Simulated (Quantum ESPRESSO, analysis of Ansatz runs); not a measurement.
# Migration in HfO2 (P2_1/c): V_O hop (2.8 Å), charge +2 (Quantum ESPRESSO), part 2 of 3

How high is the barrier when O changes place in HfO2 (P2_1/c)? The case: V_O hop (2.8 Å), charge +2, in a cell of 48 host atoms with 1 O taken out.

Quantum ESPRESSO 7.5; Quantum ESPRESSO plane-wave DFT, PBEsol, GBRV 1.5 PBEsol potentials; nudged elastic band between two relaxed defect structures at fixed charge in a uniform background.

So far: The starting structure; Relaxation of the start point, charge +2.

### Step 3. Relaxation of the end point, charge +2

Level of this step: Quantum ESPRESSO plane-wave DFT, PBEsol, GBRV 1.5 PBEsol potentials; relaxation of all atoms of a defect supercell at fixed charge in a uniform background (Quantum ESPRESSO).

The end point is relaxed in the same cell and settings, so that the two energies compare. Atoms more than 3.2 Å from the middle of the hop start where the first relaxation left them, the nearer ones on or close to their ideal places, with small random displacements.

Input file pw.in:

```
&CONTROL
  calculation = 'relax'
  prefix = 'pwscf'
  outdir = './tmp'
  pseudo_dir = './pseudo'
  tprnfor = .true.
  disk_io = 'low'
  nstep = 70
  forc_conv_thr = 0.0012
  etot_conv_thr = 0.0001
/
&SYSTEM
  ibrav = 0
  nat = 47
  ntyp = 2
  ecutwfc = 36
  ecutrho = 288
  nbnd = 192
  occupations = 'fixed'
  tot_charge = 2
  nosym = .true.
/
&ELECTRONS
  conv_thr = 5d-08
  electron_maxstep = 100
  mixing_beta = 0.5
/
&IONS
  ion_dynamics = 'bfgs'
/
ATOMIC_SPECIES
Hf   178.4900 hf_pbesol_v1.uspp.F.UPF
O     15.9990 o_pbesol_v1.2.uspp.F.UPF
CELL_PARAMETERS angstrom
  -5.9416700219    5.1632183080    5.1583953540
   4.2040263251   -5.1632183080    5.1655566081
   5.9416700219    5.1632183080   -5.1583953540
ATOMIC_POSITIONS crystal
Hf     0.0862554977    0.4875828489    0.8681397572
Hf     0.0768656010    0.9859131494    0.3628208161
[... 1 atom line left out ...]
Hf     0.5817811246    0.9912133645    0.8664005598
[... 3 atom lines left out ...]
Hf     0.8741576603    0.7579630434    0.8400552492
[... 1 atom line left out ...]
Hf     0.4164431828    0.5062387210    0.6323443143
[... 5 atom lines left out ...]
Hf     0.6257789948    0.7437299743    0.1612501935
O      0.3613362259    0.2143974428    0.5929040735
[... 6 atom lines left out ...]
O      0.8846752724    0.5300001399    0.8958480360
[... 6 atom lines left out ...]
O      0.6209459496    0.4636852381    0.6021290126
O      0.6200291354    0.9652508900    0.1028335715
[... 1 atom line left out ...]
O      0.3400700742    0.7046906285    0.7077438929
[... 1 atom line left out ...]
O      0.8381267112    0.7049638674    0.2064736515
[... 1 atom line left out ...]
O      0.6608798805    0.7926835580    0.8010960525
[... 6 atom lines left out ...]
O     -0.0019695541    0.9566619942    0.1166242316
[... 1 atom line left out ...]
O      0.5267641130    0.9649240067    0.6304674759
K_POINTS gamma
```

Command:

```
$ OMP_NUM_THREADS=1 mpirun -n 4 pw.x -in pw.in > pw.out
```

What it wrote:

```text
[shortened: banners, details of potentials and solvers, and blank lines are left out]
[banner, memory and clock lines left out]
     gamma-point specific algorithms are used
     one sub-group per band group will be used
     bravais-lattice index     =            0
     lattice parameter (alat)  =      17.7847  a.u.
     unit-cell volume          =    3650.0307 (a.u.)^3
     number of atoms/cell      =           47
     number of atomic types    =            2
     number of electrons       =       376.00
     number of Kohn-Sham states=          192
     kinetic-energy cutoff     =      36.0000  Ry
     charge density cutoff     =     288.0000  Ry
     scf convergence threshold =      5.0E-08
     mixing beta               =       0.5000
     number of iterations used =            8  plain     mixing
     energy convergence thresh.=      1.0E-04
     force convergence thresh. =      1.2E-03
     Exchange-correlation= SLA  PW   PSX  PSC
                           (   1   4  10   8   0   0   0)
     nstep                     =           70
     crystal axes: (cart. coord. in units of alat)
               a(1) = (  -0.631338   0.548623   0.548110 )
               a(2) = (   0.446703  -0.548623   0.548871 )
               a(3) = (   0.631338   0.548623  -0.548110 )
     PseudoPot. # 1 for Hf read from file:
     hf_pbesol_v1.uspp.F.UPF
     Pseudo is Ultrasoft + core correction, Zval = 12.0
[...]
PseudoPot. # 2 for O  read from file:
     o_pbesol_v1.2.uspp.F.UPF
     Pseudo is Ultrasoft + core correction, Zval =  6.0
[...]
atomic species   valence    mass     pseudopotential
     Hf               12.00   178.49000     Hf( 1.00)
     O                 6.00    15.99900     O ( 1.00)
     No symmetry found
     site n.     atom                  positions (alat units)
         1        Hf     tau(   1) = (   0.7114381   0.2561040  -0.1609387  )
         2        Hf     tau(   2) = (   0.6209448  -0.2996725   0.3844045  )
         3        Hf     tau(   3) = (   0.0865696   0.2472464   0.3882271  )
         4        Hf     tau(   4) = (   0.6224691   0.2507033   0.3880458  )
         5        Hf     tau(   5) = (   0.4122076   0.5200687  -0.1117146  )
         6        Hf     tau(   6) = (   0.3191248  -0.0218634   0.4338742  )
         7        Hf     tau(   7) = (  -0.2184778   0.5263989   0.4322731  )
         8        Hf     tau(   8) = (   0.3170542   0.5246206   0.4347161  )
[...]
number of k points=     1
                       cart. coord. in units 2pi/alat
        k(    1) = (   0.0000000   0.0000000   0.0000000), wk =   2.0000000
     Dense  grid:   150556 G-vectors     FFT dimensions: ( 100,  90, 100)
     Smooth grid:    53237 G-vectors     FFT dimensions: (  72,  64,  72)
     Check: negative core charge=   -0.000004
     starting charge     345.9999, renormalised to     376.0000
     Self-consistent Calculation
     iteration #  1     ecut=    36.00 Ry     beta= 0.50
     total energy              =   -3542.54194687 Ry
     estimated scf accuracy    <      15.57507333 Ry
     iteration #  2     ecut=    36.00 Ry     beta= 0.50
     total energy              =   -3544.14637236 Ry
     estimated scf accuracy    <       3.98525967 Ry
     iteration #  3     ecut=    36.00 Ry     beta= 0.50
     total energy              =   -3544.89368906 Ry
     estimated scf accuracy    <       1.25277368 Ry
[...]
estimated scf accuracy    <       0.00006982 Ry
     iteration # 10     ecut=    36.00 Ry     beta= 0.50
     total energy              =   -3545.08887190 Ry
     estimated scf accuracy    <       0.00002910 Ry
[... 139 further cycles ...]
     iteration #  7     ecut=    36.00 Ry     beta= 0.50
     total energy              =   -3545.36850918 Ry
     estimated scf accuracy    <          1.4E-09 Ry
     iteration #  8     ecut=    36.00 Ry     beta= 0.50
     End of self-consistent calculation
          k = 0.0000 0.0000 0.0000 (  6643 PWs)   bands (ev):
   -49.4732 -49.4171 -49.4035 -49.3988 -49.3819 -49.3506 -49.3118 -49.2815
   -49.2414 -49.2412 -49.2044 -49.1920 -49.1895 -49.1847 -49.1818 -49.1636
   -18.5631 -18.5351 -18.4980 -18.4680 -18.4298 -18.4231 -18.3667 -18.3599
   -18.3466 -18.3288 -18.3108 -18.2897 -18.2591 -18.2516 -18.2370 -18.2331
   -18.2253 -18.2101 -18.1818 -18.1779 -18.1662 -18.1626 -18.1189 -18.1082
   -18.0901 -18.0703 -18.0610 -18.0542 -18.0360 -18.0264 -18.0073 -18.0018
   -17.9875 -17.9747 -17.9549 -17.9431 -17.9314 -17.9109 -17.9096 -17.8934
   -17.8809 -17.8748 -17.8674 -17.8635 -17.8429 -17.8208 -17.8077 -17.7811
[...]
highest occupied, lowest unoccupied level (ev):    10.8511   14.5578
!    total energy              =   -3545.36850918 Ry
     estimated scf accuracy    <          6.1E-11 Ry
     The total energy is the sum of the following terms:
     one-electron contribution =    -576.59973316 Ry
     hartree contribution      =     503.95752519 Ry
     xc contribution           =   -1429.89438776 Ry
     ewald contribution        =   -2042.83191346 Ry
     convergence has been achieved in   8 iterations
     Forces acting on atoms (cartesian axes, Ry/au):
     atom    1 type  1   force =    -0.00003654    0.00029318    0.00072220
     atom    2 type  1   force =     0.00024834   -0.00015737   -0.00005028
     atom    3 type  1   force =     0.00049389    0.00013512   -0.00005524
     atom    4 type  1   force =     0.00029774   -0.00011056   -0.00000464
     atom    5 type  1   force =    -0.00039941    0.00008363   -0.00010621
     atom    6 type  1   force =     0.00081582    0.00045279    0.00011905
     atom    7 type  1   force =     0.00053275    0.00053969   -0.00019298
     atom    8 type  1   force =     0.00071441    0.00073045   -0.00047652
[...]
Total force =     0.006302     Total SCF correction =     0.000026
     Energy error            =      8.7E-05 Ry
     Gradient error          =      1.8E-03 Ry/Bohr
     number of scf cycles    =  17
     number of bfgs steps    =  16
     energy             old  =   -3545.3684225575 Ry
     energy             new  =   -3545.3685091821 Ry
     CASE: energy            _new < energy            _old
     new trust radius        =       0.0080169670 bohr
     new conv_thr            =       0.0000000005 Ry
ATOMIC_POSITIONS (crystal)
Hf               0.0816639108        0.4908311515        0.8677041564
Hf               0.0806294969        0.9930989915        0.3650104069
Hf               0.5855905169        0.4911863227        0.3601636880
Hf               0.5843637418        0.9836635379        0.8696930076
Hf               0.3703708692        0.2350250470        0.8441250273
Hf               0.3695298633        0.7602707851        0.3399545431
Hf               0.8738530645        0.2589264519        0.3392553176
Hf               0.8724156089        0.7512033185        0.8380427958
[...]
Check: negative core charge=   -0.000005
     Self-consistent Calculation
     iteration #  1     ecut=    36.00 Ry     beta= 0.50
     total energy              =   -3545.36856324 Ry
     estimated scf accuracy    <       0.00006328 Ry
     iteration #  2     ecut=    36.00 Ry     beta= 0.50
     total energy              =   -3545.36856950 Ry
     estimated scf accuracy    <       0.00000833 Ry
     iteration #  3     ecut=    36.00 Ry     beta= 0.50
     total energy              =   -3545.36857089 Ry
     estimated scf accuracy    <       0.00000180 Ry
[...]
estimated scf accuracy    <       0.00000004 Ry
     iteration #  6     ecut=    36.00 Ry     beta= 0.50
     total energy              =   -3545.36857118 Ry
     estimated scf accuracy    <          3.4E-09 Ry
     iteration #  7     ecut=    36.00 Ry     beta= 0.50
     total energy              =   -3545.36857118 Ry
     estimated scf accuracy    <          9.9E-10 Ry
     iteration #  8     ecut=    36.00 Ry     beta= 0.50
     End of self-consistent calculation
          k = 0.0000 0.0000 0.0000 (  6643 PWs)   bands (ev):
   -49.4727 -49.4190 -49.4018 -49.3965 -49.3797 -49.3508 -49.3111 -49.2825
   -49.2429 -49.2425 -49.2051 -49.1919 -49.1889 -49.1849 -49.1813 -49.1637
   -18.5632 -18.5350 -18.4967 -18.4673 -18.4296 -18.4221 -18.3663 -18.3593
   -18.3470 -18.3278 -18.3099 -18.2892 -18.2595 -18.2516 -18.2368 -18.2329
   -18.2252 -18.2102 -18.1821 -18.1773 -18.1662 -18.1624 -18.1189 -18.1083
   -18.0892 -18.0703 -18.0610 -18.0538 -18.0360 -18.0263 -18.0073 -18.0024
   -17.9877 -17.9747 -17.9547 -17.9430 -17.9319 -17.9105 -17.9096 -17.8937
   -17.8810 -17.8753 -17.8676 -17.8636 -17.8433 -17.8210 -17.8077 -17.7813
[...]
highest occupied, lowest unoccupied level (ev):    10.8513   14.5572
!    total energy              =   -3545.36857118 Ry
     estimated scf accuracy    <          4.9E-11 Ry
     The total energy is the sum of the following terms:
     one-electron contribution =    -576.53702098 Ry
     hartree contribution      =     503.92765463 Ry
     xc contribution           =   -1429.89368524 Ry
     ewald contribution        =   -2042.86551960 Ry
     convergence has been achieved in   8 iterations
     Forces acting on atoms (cartesian axes, Ry/au):
     atom    1 type  1   force =    -0.00005202    0.00026144    0.00038928
     atom    2 type  1   force =     0.00029010    0.00031983    0.00009708
     atom    3 type  1   force =     0.00012882    0.00007925   -0.00016212
     atom    4 type  1   force =    -0.00018854    0.00017953   -0.00011741
     atom    5 type  1   force =     0.00016079    0.00004427    0.00026107
     atom    6 type  1   force =     0.00071828   -0.00016862   -0.00006599
     atom    7 type  1   force =     0.00018157    0.00051600   -0.00014803
     atom    8 type  1   force =     0.00065637    0.00015445   -0.00056266
[...]
Total force =     0.005344     Total SCF correction =     0.000021
     Energy error            =      6.2E-05 Ry
     Gradient error          =      1.2E-03 Ry/Bohr
     bfgs converged in  18 scf cycles and  17 bfgs steps
     (criteria: energy <  1.0E-04 Ry, force <  1.2E-03 Ry/Bohr)
     End of BFGS Geometry Optimization
     Final energy             =   -3545.3685711824 Ry
Begin final coordinates
ATOMIC_POSITIONS (crystal)
Hf               0.0816639108        0.4908311515        0.8677041564
Hf               0.0806294969        0.9930989915        0.3650104069
Hf               0.5855905169        0.4911863227        0.3601636880
Hf               0.5843637418        0.9836635379        0.8696930076
Hf               0.3703708692        0.2350250470        0.8441250273
Hf               0.3695298633        0.7602707851        0.3399545431
Hf               0.8738530645        0.2589264519        0.3392553176
Hf               0.8724156089        0.7512033185        0.8380427958
[...]
End final coordinates
```

Wall time 7.1 min (4 MPI ranks of Arm Neoverse V1, shared host); peak memory 1.4 GiB.

Step by step:

```
step  energy less that of the first step (eV)
   0                                   0.0000
   1                                  -2.1176
   2                                  -2.8122
   3                                  -3.1262
   4                                  -3.3669
   5                                  -3.5591
   6                                  -3.6322
   7                                  -3.6989
   8                                  -3.7395
   9                                  -3.7639
  10                                  -3.7791
  11                                  -3.7898
  12                                  -3.7962
  13                                  -3.7996
  14                                  -3.8018
  15                                  -3.8034
  16                                  -3.8046
  17                                  -3.8055
```

The atoms that moved most (Å):

```
atom      dx      dy      dz  length
 O38   0.101   0.246  -0.290   0.393
 O17   0.350   0.060   0.091   0.366
 Hf5  -0.076   0.163  -0.178   0.253
 O44   0.081  -0.157  -0.162   0.239
Hf10  -0.135  -0.159   0.092   0.228
 O45  -0.122   0.152   0.116   0.227
 O36  -0.045  -0.175   0.125   0.220
 O39  -0.046   0.134   0.166   0.219
```

Neighbours of O38 at the end:

```
atom  distance (Å)
 Hf8         2.060
Hf10         2.078
 Hf4         2.084
 O34         2.501
 O31         2.563
 O32         2.773
 O45         2.807
 O39         2.809
```

Numbers from this step:

```yaml
highest_filled_level: 10.85 eV
lowest_empty_level: 14.56 eV
r_m_s_move_of_the_farther_half_of_the_atoms: 0.1113 Å
largest_move_from_the_ideal_geometry_of_this_structure_a_common_shift_of_the_far_atoms_taken_out: 0.3898 Å
```

The relaxation gained 3.805 eV and ended with a largest force component of 0.030 eV/Å. The end lies 0.002 eV above the start.

[end of part 2 of 3]

[Logs are printed without paths, hosts, clocks, repeated set-up lines and the standing remarks that a program may print on its own settings, such as how far it seeks lower states.]

[Hosts, paths, dates, database ids (printed as entryN), source tags and the programs' standing remarks are cut or masked in the printed files.]
